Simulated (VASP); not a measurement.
Output of a VASP run:

### OSZICAR
```
       N       E                     dE             d eps       ncg     rms          rms(c)
DAV:   1     0.438914182138E+02    0.43891E+02   -0.63502E+03   700   0.131E+03
DAV:   2    -0.962620048084E+01   -0.53518E+02   -0.52129E+02   794   0.235E+02
DAV:   3    -0.153968573994E+02   -0.57707E+01   -0.57551E+01  1320   0.649E+01
DAV:   4    -0.154536941016E+02   -0.56837E-01   -0.56822E-01   894   0.783E+00
DAV:   5    -0.154541730913E+02   -0.47899E-03   -0.47896E-03  1070   0.534E-01    0.755E+00
DAV:   6    -0.136710748334E+02    0.17831E+01   -0.10016E+01   704   0.199E+01    0.295E+00
DAV:   7    -0.136446978236E+02    0.26377E-01   -0.23133E-01   784   0.405E+00    0.152E+00
DAV:   8    -0.136567453618E+02   -0.12048E-01   -0.75423E-02   830   0.345E+00    0.379E-01
DAV:   9    -0.136555300753E+02    0.12153E-02   -0.68560E-03   882   0.755E-01    0.116E-01
DAV:  10    -0.136564910885E+02   -0.96101E-03   -0.22223E-03   744   0.359E-01    0.538E-02
DAV:  11    -0.136564840966E+02    0.69919E-05   -0.62855E-05  1020   0.839E-02    0.134E-02
DAV:  12    -0.136564902958E+02   -0.61992E-05   -0.22263E-05   750   0.365E-02    0.373E-03
DAV:  13    -0.136564909275E+02   -0.63167E-06   -0.28913E-06   810   0.135E-02    0.652E-04
DAV:  14    -0.136564909402E+02   -0.12731E-07   -0.49180E-08   892   0.248E-03
   1 F= -.13656491E+02 E0= -.13656491E+02  d E =0.000000E+00
```

### OUTCAR
```
------------------------ aborting loop because EDIFF is reached ----------------------------------------
  FORCE on cell =-STRESS in cart. coord.  units (eV):
  Direction    XX          YY          ZZ          XY          YZ          ZX
  --------------------------------------------------------------------------------------
  Total        0.0110193      0.0110193      0.0110193     -0.0000000     -0.0000000      0.0000000
  in kB        0.6843097      0.6843097      0.6843097     -0.0000000     -0.0000000      0.0000000
  external PRESSURE =       0.6843097 kB  Pullay stress =       0.0000000 kB
  volume of cell :       25.80
      direct lattice vectors                 reciprocal lattice vectors
     0.000000000  2.345279305  2.345279305    -0.213194223  0.213194223  0.213194223
     2.345279305  0.000000000  2.345279305     0.213194223 -0.213194223  0.213194223
     2.345279305  2.345279305  0.000000000     0.213194223  0.213194223 -0.213194223
 POSITION                                       TOTAL-FORCE (eV/Angst)
 -----------------------------------------------------------------------------------
      1.17264      1.17264      1.17264        -0.000000     -0.000000     -0.000000
      3.51792      3.51792      3.51792         0.000000      0.000000      0.000000
      0.00000      0.00000      0.00000         0.000000      0.000000     -0.000000
 -----------------------------------------------------------------------------------
    total drift:                                0.000000      0.000000      0.000000
  FREE ENERGIE OF THE ION-ELECTRON SYSTEM (eV)
  ---------------------------------------------------
  free  energy   TOTEN  =       -13.6564909402 eV

  energy  without entropy=      -13.6564909402  energy(sigma->0) =      -13.65649094

 total charge

# of ion       s       p       d       tot
------------------------------------------
    1        2.031   0.058   0.000   2.088
    2        2.031   0.058   0.000   2.088
    3        1.539   3.493   0.000   5.032
--------------------------------------------------
tot          5.600   3.608   0.000   9.209

 Electric field gradients after diagonalization (V/A^2)
 (convention: |V_zz| > |V_xx| > |V_yy|)
----------------------------------------------------------------------
 ion       V_xx      V_yy      V_zz     asymmetry (V_yy - V_xx)/ V_zz
----------------------------------------------------------------------
   1       0.001     0.001    -0.002       0.000
   2       0.001     0.001    -0.002       0.000
   3      -0.001    -0.001     0.001       0.000
```
(Selected blocks of OUTCAR.)

POSCAR:
```
Li2O
1
    0.0000000000     2.3452793050     2.3452793050
    2.3452793050     0.0000000000     2.3452793050
    2.3452793050     2.3452793050     0.0000000000
Li O
2 1
Direct
  0.2500000000   0.2500000000   0.2500000000
  0.7500000000   0.7500000000   0.7500000000
  0.0000000000   0.0000000000   0.0000000000
```

### Question
Reconstruct the remaining input files.

### Answer
One answer among several that fit: the input of the run itself, RPBE GGA, plane waves, VASP's PBE PAW potentials (set 64).

KPOINTS:
```
Automatic mesh
0
Gamma
9 9 9
0 0 0
```

### INCAR
```
SYSTEM = Li2O
PREC = Accurate
ENCUT = 520
EDIFF = 1E-7
NELM = 100
ALGO = Normal
LREAL = .FALSE.
LASPH = .TRUE.
ISMEAR = -5
GGA = RP
LWAVE = .FALSE.
LCHARG = .TRUE.
LORBIT = 11
NEDOS = 601
ISIF = 2
LEFG = .TRUE.
```

POTCAR, in this order: Li_sv O (PBE.64 set). Program: vasp_std.

The compound is Li2O in the antifluorite structure. It was relaxed first.
